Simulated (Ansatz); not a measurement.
# Mg2Si: the cell at several levels of theory

An exercise on one series of results from a longer session: the logs are not shown, and one member is left open.

Program: Ansatz 0.2.0. PAW datasets, plane waves, zero pressure. The values are computed, spin-unpolarised, and not measurements.

## The cell

It is cubic, Fm-3m (No. 225); a = 6.340 Å in the conventional setting, 21.23 Å³ an atom. Near Mg stand 4 Si at 2.75 Å; near Si stand 8 Mg at 2.75 Å.

Coordinates:

```cif
data_structure
_symmetry_space_group_name_H-M 'P 1'
_symmetry_Int_Tables_number 1
_cell_length_a 4.4828
_cell_length_b 4.4828
_cell_length_c 4.4828
_cell_angle_alpha 60.000
_cell_angle_beta 60.000
_cell_angle_gamma 60.000
_cell_volume 63.70
loop_
_atom_site_label
_atom_site_type_symbol
_atom_site_fract_x
_atom_site_fract_y
_atom_site_fract_z
_atom_site_occupancy
Mg1 Mg 0.25000 0.25000 0.25000 1
Mg2 Mg 0.75000 0.75000 0.75000 1
Si1 Si 0.00000 0.00000 0.00000 1
```

The first run:

input.yaml reads:

```yaml
crystal:
  lattice:
    - [0.0, 3.1698179195, 3.1698179195]
    - [3.1698179195, 0.0, 3.1698179195]
    - [3.1698179195, 3.1698179195, 0.0]
  atoms:
    - { symbol: Mg, position: [0.25, 0.25, 0.25] }
    - { symbol: Mg, position: [0.75, 0.75, 0.75] }
    - { symbol: Si, position: [0.0, 0.0, 0.0] }
kpoints:
  mp_grid: { grid: [6, 6, 6] }
hamiltonian:
  xc: pbe
scf:
  occupations: { method: fermi_dirac, width: 0.02 }
relax:
  f_tol: 0.005
  cell: {}
```

Command:

```console
ansatz run input.yaml --threads 2 --pin off --max-ram 2211MiB --backend cpu --events-out ev --progress --plain --runs-dir out
```

Among the steps run: PBE: cell and atoms; Relaxing with r2SCAN; Relaxation with PBEsol; Relaxing with LDA; Relaxing with HSE06.

One of the session's tables, all rows but one given; the rest of the session is left out.

It belongs to the step «The cells side by side». 

```
 level  a (Å)  volume (Å³/atom)
   PBE      ?                 ?
r2SCAN  6.338            21.216
PBEsol  6.325            21.090
   LDA  6.260            20.439
 HSE06  6.338            21.216
```

**Question.** Estimate the row for PBE.

**Answer.** a (Å): 6.364; volume (Å³/atom): 21.479. In the column «a (Å)» it is the highest.

LDA gives the smallest cell and PBE the largest; they differ by 5.1 % in volume, a mean of 1.7 % in length. The meshes differ: PBE 6×6×6, r2SCAN 6×6×6, PBEsol 6×6×6, LDA 6×6×6, HSE06 4×4×4.
